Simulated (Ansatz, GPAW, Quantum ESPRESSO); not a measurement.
# HfN: 5 runs at one level of theory

```
CELL_PARAMETERS angstrom
0.00000 2.25600 2.25600
2.25600 0.00000 2.25600
2.25600 2.25600 0.00000
ATOMIC_POSITIONS crystal
Hf 0.00000 0.00000 0.00000
N 0.50000 0.50000 0.50000
```

Alike in all runs: task band structure; functional PBE; k mesh 10 × 10 × 10; occupations fermi-dirac, width 0.05 eV; no spin polarisation; no spin-orbit coupling. Pressure is positive in compression and, in plane waves, holds the error of the finite cutoff, which Ansatz's Pulay term estimates and takes out.

| program and potentials | plane-wave cutoff (eV) | notes | pressure (GPa) |
| --- | --- | --- | --- |
| Ansatz, Ansatz PAW | 420 | 15.5 valence electrons an atom on average; Pulay term of +0.50 GPa included | 6.60 |
| GPAW, GPAW PAW data sets (gpaw-data 1.2.1) | 800 | 8.5 valence electrons an atom on average | 6.72 |
| Ansatz, all-electron LAPW, scalar-relativistic | - | - | 6.66 |
| Quantum ESPRESSO, SSSP 1.3 efficiency PBE | 816 | 8.5 valence electrons an atom on average | 5.78 |
| Quantum ESPRESSO, PseudoDojo 0.4.1 SR PBE standard | 1143 | 8.5 valence electrons an atom on average | 5.93 |

The pressure spans 5.78 (Quantum ESPRESSO, SSSP 1.3 efficiency PBE) to 6.72 GPa (GPAW, GPAW PAW data sets (gpaw-data 1.2.1)), with all-electron results at 6.66.

The functional is the same throughout but for its coding, so the spread measures potentials, basis and numerics; runs on potential files found faulty are left out.
